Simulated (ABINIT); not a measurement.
# SnSe (Fm-3m) in ABINIT: a series of runs

The runs below take SnSe through band structure, with LDA, RPBE.

Everything below comes from runs of ABINIT 10.8.3 (patched build). Logs are shortened: lines on timing, memory, paths and dates and some standing lists are left out, and cuts for length are marked. The log counts tension as positive stress, the text compression.

## (1) The structure

It takes space group Fm-3m (No. 225, cubic). The conventional cell has a = 6.020 Å, b = 6.020 Å, c = 6.020 Å, α = 90.00°, β = 90.00°, γ = 90.00°. Sn (site symmetry m-3m) has 6 Se at 3.01 Å as nearest neighbours. Se (site symmetry m-3m) has 6 Sn at 3.01 Å as nearest neighbours.

Measurements of this composition are mostly on another form, of space group No. 62.

## (2) Band structure, LDA

The input, run.abi:

```
# Datasets: ground state, then fixed potential
ndtset 2

# Pseudopotentials
pp_dirpath "./"
pseudos "Sn.hgh, Se.hgh"

# Structure
acell 8.044153707 8.044153707 8.044153707
rprim
     0.0000000000     0.7071067812     0.7071067812
     0.7071067812     0.0000000000     0.7071067812
     0.7071067812     0.7071067812     0.0000000000
ntypat 2
znucl 50 34
natom 2
typat 1 2
xcart
     0.0000000000     0.0000000000     0.0000000000
     3.0100000000     3.0100000000     3.0100000000 Angstrom

# Plane-wave basis
ecut 20.0

# Exchange and correlation
ixc 7

# Bands and occupations
occopt 3
tsmear 0.00183747

# SCF cycle
nstep 100

# Output
iomode 3
prtwf 0
prteig 0
prtebands 0
enunit 1
prtden1 1

# Dataset 1
kptopt1 1
ngkpt1 8 8 8
nshiftk1 1
shiftk1 0.0 0.0 0.0
nband1 9
tolvrs1 1.0e-10

# Dataset 2: bands along G-X-W-K-G-L-U-W-L-K
iscf2 -2
getden2 1
nband2 15
nbdbuf2 4
tolwfr2 1.0e-11
kptopt2 -9
ndivsm2 8
prteig2 1
prtvol2 -3
kptbounds2
     0.0000000000     0.0000000000     0.0000000000
     0.5000000000     0.0000000000     0.5000000000
     0.5000000000     0.2500000000     0.7500000000
     0.3750000000     0.3750000000     0.7500000000
     0.0000000000     0.0000000000     0.0000000000
     0.5000000000     0.5000000000     0.5000000000
     0.6250000000     0.2500000000     0.6250000000
     0.5000000000     0.2500000000     0.7500000000
     0.5000000000     0.5000000000     0.5000000000
     0.3750000000     0.3750000000     0.7500000000
```

Potentials or basis: HGH LDA.

Command:

```
$ abinit run.abi > log 2>&1
```

run.abo:

```text
.Version 10.8.3 of ABINIT
 DATASET    1 : space group Fm -3 m (#225); Bravais cF (face-center cubic)
================================================================================
 Values of the parameters that define the memory need for DATASET  1.
     intxc =       0    ionmov =       0      iscf =       7    lmnmax =       6
     lnmax =       6     mgfft =      36  mpssoang =       3    mqgrid =    3001
     natom =       2  nloc_mem =       1    nspden =       1   nspinor =       1
    nsppol =       1      nsym =      48    n1xccc =       0    ntypat =       2
    occopt =       3   xclevel =       1
       mpw =        1588          nfft =       46656          nkpt =          29
================================================================================
================================================================================

 DATASET    2 : space group Fm -3 m (#225); Bravais cF (face-center cubic)
================================================================================
 Values of the parameters that define the memory need for DATASET  2.
     intxc =       0    ionmov =       0      iscf =      -2    lmnmax =       6
     lnmax =       6     mgfft =      36  mpssoang =       3    mqgrid =    3001
     natom =       2  nloc_mem =       1    nspden =       1   nspinor =       1
    nsppol =       1      nsym =      48    n1xccc =       0    ntypat =       2
    occopt =       3   xclevel =       1
       mpw =        1592          nfft =       46656          nkpt =         139
================================================================================
================================================================================

--------------------------------------------------------------------------------
------------- Echo of variables that govern the present computation ------------
--------------------------------------------------------------------------------
 -outvars: echo values of preprocessed input variables --------
            acell      8.0441537070E+00  8.0441537070E+00  8.0441537070E+00 Bohr
              amu      1.18710000E+02  7.89600000E+01
             ecut      2.00000000E+01 Hartree
           enunit           1
           getden1          0
           getden2          1
             iscf1          7
             iscf2         -2
              ixc           7
           jdtset        1    2
           kptopt1          1
           kptopt2         -9
         kptrlatt        8    0    0      0    8    0      0    0    8
          kptrlen1     6.43532297E+01
[... 1111 lines left out ...]
force_length_stats: {min: null, max: null, mean: null, }
...

 Integrated electronic density in atomic spheres:
 ------------------------------------------------
 Atom  Sphere_radius  Integrated_density
    1        2.00000          0.99800197
    2        2.00000          3.21167511
================================================================================

 ----iterations are completed or convergence reached----

 Mean square residual over all n,k,spin=   42.724E-13; max=  99.940E-13
 reduced coordinates (array xred) for    2 atoms
       0.000000000000      0.000000000000      0.000000000000
       0.500000000000      0.500000000000      0.500000000000

 cartesian coordinates (angstrom) at end:
    1      0.00000000000000     0.00000000000000     0.00000000000000
    2      3.00999999801685     3.00999999801685     3.00999999801685
 length scales=  8.044153707000  8.044153707000  8.044153707000 bohr
              =  4.256782819857  4.256782819857  4.256782819857 angstroms
 Eigenvalues (   eV  ) for nkpt= 139  k points:
 kpt#   1, nband= 15, wtk=  1.00000, kpt=  0.0000  0.0000  0.0000 (reduced coord)
 -10.96839   -2.30761    0.79202    0.79202    0.79202    7.16032    7.16032    7.16032
   8.79825    8.79825    8.79825   11.09042   11.09042   11.34711   12.03919
 kpt#   2, nband= 15, wtk=  1.00000, kpt=  0.0217  0.0000  0.0217 (reduced coord)
 -10.96359   -2.33269    0.78427    0.78427    0.83224    7.05539    7.15305    7.15305
   8.75859    8.83553    8.83553   11.09685   11.17666   11.40210   12.08297
 kpt#   3, nband= 15, wtk=  1.00000, kpt=  0.0435  0.0000  0.0435 (reduced coord)
 -10.95013   -2.40487    0.75864    0.75864    0.94258    6.77103    7.13347    7.13347
   8.64880    8.94381    8.94381   11.11612   11.37711   11.55787   12.24043
 kpt#   4, nband= 15, wtk=  1.00000, kpt=  0.0652  0.0000  0.0652 (reduced coord)
 -10.92792   -2.51377    0.71589    0.71589    1.11365    6.37362    7.10890    7.10890
   8.48934    9.11458    9.11458   11.14818   11.57330   11.79396   12.56620
 kpt#   5, nband= 15, wtk=  1.00000, kpt=  0.0870  0.0000  0.0870 (reduced coord)
 -10.89701   -2.64699    0.65861    0.65861    1.32828    5.92050    7.08761    7.08761
   8.30041    9.33824    9.33824   11.19296   11.71619   12.09016   13.05521
 kpt#   6, nband= 15, wtk=  1.00000, kpt=  0.1087  0.0000  0.1087 (reduced coord)
 -10.85779   -2.79335    0.58841    0.58841    1.56685    5.45383    7.07554    7.07554
[... 386 lines left out ...]
  -9.85848   -4.58731   -1.51248    0.11976    0.99649    5.35538    5.67642    7.56809
   9.12489   11.89953   12.59856   15.20434   16.32983   16.41958   18.12475
 kpt# 136, nband= 15, wtk=  1.00000, kpt=  0.4018  0.4018  0.6964 (reduced coord)
  -9.83637   -4.47764   -1.73168    0.02192    0.82778    5.59904    5.88824    7.79235
   8.85768   12.10055   12.65939   15.19134   16.41608   16.42843   18.17077
 kpt# 137, nband= 15, wtk=  1.00000, kpt=  0.3929  0.3929  0.7143 (reduced coord)
  -9.81792   -4.36951   -1.91434   -0.06738    0.67431    5.81158    6.09147    7.97476
   8.60782   12.32995   12.75925   15.13996   16.31534   16.56726   18.05936
 kpt# 138, nband= 15, wtk=  1.00000, kpt=  0.3839  0.3839  0.7321 (reduced coord)
  -9.80430   -4.26851   -2.05232   -0.14713    0.53589    5.98812    6.28335    8.11893
   8.37852   12.56126   12.89921   15.12537   16.11762   16.69610   17.87590
 kpt# 139, nband= 15, wtk=  1.00000, kpt=  0.3750  0.3750  0.7500 (reduced coord)
  -9.79703   -4.18118   -2.13805   -0.21703    0.41180    6.12526    6.46148    8.16754
   8.22864   12.77262   13.07941   15.18760   15.86536   16.70447   17.75304

== END DATASET(S) ==============================================================
================================================================================

 -outvars: echo values of variables after computation  --------
            acell      8.0441537070E+00  8.0441537070E+00  8.0441537070E+00 Bohr
           etotal1    -1.3094283733E+01
            fcart1    -0.0000000000E+00 -0.0000000000E+00 -0.0000000000E+00
                      -0.0000000000E+00 -0.0000000000E+00 -0.0000000000E+00
            rprim      0.0000000000E+00  7.0710678120E-01  7.0710678120E-01
                       7.0710678120E-01  0.0000000000E+00  7.0710678120E-01
                       7.0710678120E-01  7.0710678120E-01  0.0000000000E+00
           strten1     1.4294792491E-04  1.4294792491E-04  1.4294792491E-04
                       0.0000000000E+00  0.0000000000E+00  0.0000000000E+00
           xangst      0.0000000000E+00  0.0000000000E+00  0.0000000000E+00
                       3.0099999980E+00  3.0099999980E+00  3.0099999980E+00
             xred      0.0000000000E+00  0.0000000000E+00  0.0000000000E+00
                       5.0000000000E-01  5.0000000000E-01  5.0000000000E-01
 Calculation completed.
```

Wall time 43 s (1 thread of Arm Neoverse V2, shared host); peak memory 0.11 GiB.

Results:

```yaml
Free_energy: -356.3136 eV
Band_gap_on_the_k_mesh: 0.61 eV, direct
Valence_electrons_inside_the_program's_atomic_spheres: Sn 1.00; Se 3.21
```

Levels at the corners of the path, in eV from the valence-band top:
```
point  band 3  band 4  band 5  band 6  band 7  band 8
    Γ   -2.20   -2.20   -2.20    4.16    4.16    4.16
    X   -5.54   -3.68   -3.68    2.92    5.20    5.20
    W   -4.77   -4.77   -0.88    1.32    4.70    4.70
    K   -5.13   -3.21   -2.58    3.13    3.46    5.17
    Γ   -2.20   -2.20   -2.20    4.16    4.16    4.16
    L   -1.99   -1.99   -0.17    0.45    1.11    1.11
    U   -5.13   -3.21   -2.58    3.13    3.46    5.17
    W   -4.77   -4.77   -0.88    1.32    4.70    4.70
    L   -1.99   -1.99   -0.17    0.45    1.11    1.11
    K   -5.13   -3.21   -2.58    3.13    3.46    5.17
```

Caveat: the cutoff is too short for stress, so the log's stress isn't used; spin-orbit coupling is left out, which moves the levels of the heavy elements; HGH potentials are hard and often keep d shells in the core, so these values are rough. A k mesh can miss the band edges.

## (3) Band structure, RPBE, spin-orbit coupling, no magnetisation

run.abi, as its differences from that of step 2:

```diff
@@ -5,10 +5,10 @@
 pp_dirpath "./"
-pseudos "Sn.hgh, Se.hgh"
+pseudos "Sn.GGA_PBE-JTH.xml, Se.GGA_PBE-JTH.xml"
 
 # Structure
-acell 8.044153707 8.044153707 8.044153707
+acell 3*1.0
 rprim
-     0.0000000000     0.7071067812     0.7071067812
-     0.7071067812     0.0000000000     0.7071067812
-     0.7071067812     0.7071067812     0.0000000000
+     0.0000000000     5.6880756351     5.6880756351
+     5.6880756351     0.0000000000     5.6880756351
+     5.6880756351     5.6880756351     0.0000000000
 ntypat 2
@@ -17,11 +17,12 @@
 typat 1 2
-xcart
+xred
      0.0000000000     0.0000000000     0.0000000000
-     3.0100000000     3.0100000000     3.0100000000 Angstrom
+     0.5000000000     0.5000000000     0.5000000000
 
 # Plane-wave basis
-ecut 20.0
+ecut 22.0
+pawecutdg 44.0
 
 # Exchange and correlation
-ixc 7
+ixc 15
 
@@ -29,3 +30,8 @@
 occopt 3
-tsmear 0.00183747
+tsmear 0.05 eV
+
+# Spin
+nspinor 2
+nspden 1
+pawspnorb 1
 
@@ -43,3 +49,3 @@
 # Dataset 1
-kptopt1 1
+kptopt1 4
 ngkpt1 8 8 8
@@ -47,4 +53,4 @@
 shiftk1 0.0 0.0 0.0
-nband1 9
-tolvrs1 1.0e-10
+nband1 28
+tolvrs1 1.0e-9
 
@@ -53,4 +59,4 @@
 getden2 1
-nband2 15
-nbdbuf2 4
+nband2 40
+nbdbuf2 8
 tolwfr2 1.0e-11
```

Potentials or basis: JTH PAW PBE v2.0.

Command:

```
$ abinit run.abi > log 2>&1
```

It took 7 min on 1 thread of Arm Neoverse V2, shared host; peak memory 0.42 GiB.

The run converged. Its results:

```
Free energy                                           : -2156.2643 eV
Pressure                                              : 2.5 GPa
Band gap along the path                               : 0.22 eV, direct
Valence electrons inside the program's atomic spheres : Sn 11.76; Se 3.91
```

Levels at the corners of the path, in eV from the valence-band top:
```tsv
point	band 16	band 17	band 18	band 19	band 20	band 21	band 22	band 23	band 24	band 25
Γ	-2.58	-2.15	-2.15	-2.15	-2.15	3.76	3.76	4.55	4.55	4.55
X	-5.55	-3.86	-3.86	-3.60	-3.60	3.01	3.01	5.01	5.01	5.58
W	-4.80	-4.77	-4.77	-0.90	-0.90	1.43	1.43	4.70	4.70	4.75
K	-5.14	-3.28	-3.28	-2.53	-2.53	3.11	3.11	3.61	3.61	5.21
Γ	-2.58	-2.15	-2.15	-2.15	-2.15	3.76	3.76	4.55	4.55	4.55
L	-2.17	-1.93	-1.93	-0.07	-0.07	0.53	0.53	1.03	1.03	1.37
U	-5.14	-3.28	-3.28	-2.53	-2.53	3.11	3.11	3.61	3.61	5.21
W	-4.80	-4.77	-4.77	-0.90	-0.90	1.43	1.43	4.70	4.70	4.75
L	-2.17	-1.93	-1.93	-0.07	-0.07	0.53	0.53	1.03	1.03	1.37
K	-5.14	-3.28	-3.28	-2.53	-2.53	3.11	3.11	3.61	3.61	5.21
```

Caveat: the PAW data sets were made with another functional, which shifts forces and pressure a little.

## (4) For comparison

An earlier run on the cell as given: functional PBE; potentials or basis JTH PAW PBE v2.0; cutoff 599 eV; k mesh 8 × 8 × 8; occupations fermi-dirac, width 0.05 eV; no spin polarisation.

- Pressure: 0.9 GPa
- Band gap on the k mesh: 0.59 eV, direct
- Valence electrons inside the program's atomic spheres: Sn 11.77; Se 3.91
